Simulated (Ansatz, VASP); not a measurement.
# One calculation of AlNi3, two programs

The input INCAR:

```
PREC = Accurate ; ENCUT = 520
EDIFF = 1E-7 ; ISMEAR = 0
SIGMA = 0.1 ; LREAL = False
LASPH = True ; NELM = 150
ALGO = Fast ; ISIF = 2
LWAVE = False ; LCHARG = False
ISPIN = 2 ; MAGMOM = 0 0.3 0.3 0.3
LORBIT = 11 ; LMAXMIX = 4
GGA = PE ; NBANDS = 28
```

The input KPOINTS:

```
Automatic mesh
0
Gamma
  12 12 12
```

Contents of POSCAR:

```
AlNi3
1.0
    3.6366315224      0.0000000000      0.0000000000
    0.0000000000      3.6366315224      0.0000000000
    0.0000000000      0.0000000000      3.6366315224
Al Ni
1 3
Direct
    0.0000000000      0.0000000000      0.0000000000
    0.0000000000      0.5000000000      0.5000000000
    0.5000000000      0.0000000000      0.5000000000
    0.5000000000      0.5000000000      0.0000000000
```

Input for Ansatz:

```yaml
crystal:
  lattice:
    - [3.6366315531, 0.0, 0.0]
    - [0.0, 3.6366315531, 0.0]
    - [0.0, 0.0, 3.6366315531]
  atoms:
    - { symbol: Al, position: [0.0, 0.0, 0.0] }
    - { symbol: Ni, position: [0.0, 0.5, 0.5], spin: 0.3 }
    - { symbol: Ni, position: [0.5, 0.0, 0.5], spin: 0.3 }
    - { symbol: Ni, position: [0.5, 0.5, 0.0], spin: 0.3 }
basis:
  ecutwfc: 420
kpoints:
  mp_grid: { grid: [12, 12, 12] }
hamiltonian:
  xc: pbe
scf:
  occupations: { method: gaussian, width: 0.1 }
output:
  forces: true
  stress: true
  eigenvalues: true
  populations: true
magnetization:
  spin_polarized: true
```

Alike in both runs: task single point; functional PBE; k mesh 12 × 12 × 12; occupations gaussian, width 0.1 eV; collinear spin.

```csv
,VASP,Ansatz
version,VASP 6.6.1,Ansatz 0.2.0
potentials or method,"VASP PAW PBE potentials, release 64 (Al, Ni)","scalar-relativistic, plane waves, PAW"
plane-wave cutoff (eV),520,420
valence electrons in the cell,33,57
```

VASP gave:

```
gap on the k mesh at the Fermi level (eV)                     : none
pressure (GPa)                                                : -9.1
net moment per atom (μB)                                      : 0.18
size of the moment on the site where the two differ most (μB) : 0.27
```

Problem. Which values does Ansatz return?

Solution. gap on the k mesh at the Fermi level (eV): none; pressure (GPa): -9.3; net moment per atom (μB): 0.19; size of the moment on the site where the two differ most (μB): 0.29.

Site moments also hang on the region over which each program counts them. A gap of «none» marks a metal or a gap that the smearing closes. With one functional, cell and mesh, what is left measures potentials, basis and numerics. The two sets of potentials don't hold the same shells in valence.
